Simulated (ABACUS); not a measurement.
The system is Ge.

```
CELL_PARAMETERS angstrom
0.00000 2.82891 2.82891
2.82891 0.00000 2.82891
2.82891 2.82891 0.00000
ATOMIC_POSITIONS crystal
Ge 0.75000 0.75000 0.75000
Ge 0.50000 0.50000 0.50000
```

| Quantity | Value |
| --- | --- |
| Program | ABACUS 3.10.1 |
| Task | relaxation of cell and atoms |
| Functional | PBE |
| Potentials or basis | PseudoDojo NC SR 0.4.1 PBE standard |
| Cutoff | 1361 eV |
| Density cutoff | 5442 eV |
| Basis | DZP LCAO (the cutoffs set its grid) |
| k mesh | 7 × 7 × 7 |
| Occupations | fermi-dirac, width 0.05 eV |
| Spin | no spin polarisation |

At the start: pressure 4.6 GPa; volume 22.64 Å³/atom.

Problem. Where does the relaxation end?

Solution. Over 3 steps the energy falls by 21.4 meV/atom and the volume is 24.20 Å³/atom (+6.9 %); space group Fd-3m (No. 227, to 0.05 Å).

Step by step:
```tsv
step	energy change (eV)	largest force (eV/Å)	pressure (GPa)	volume (Å³)
1	0.0000	0.0000	4.59	45.28
2	-0.0351	0.0000	-1.63	49.83
3	-0.0427	0.0000	-0.01	48.41
```

Final structure:
```
Ge
1.0
     0.00000    2.89268    2.89268
     2.89268    0.00000    2.89268
     2.89268    2.89268    0.00000
Ge
2
Direct
  0.75000 0.75000 0.75000
  0.50000 0.50000 0.50000
```

Caveat: the atomic orbitals were generated for these runs and aren't a published set; the basis of atomic orbitals isn't converged, which shifts pressures, moduli and gaps.
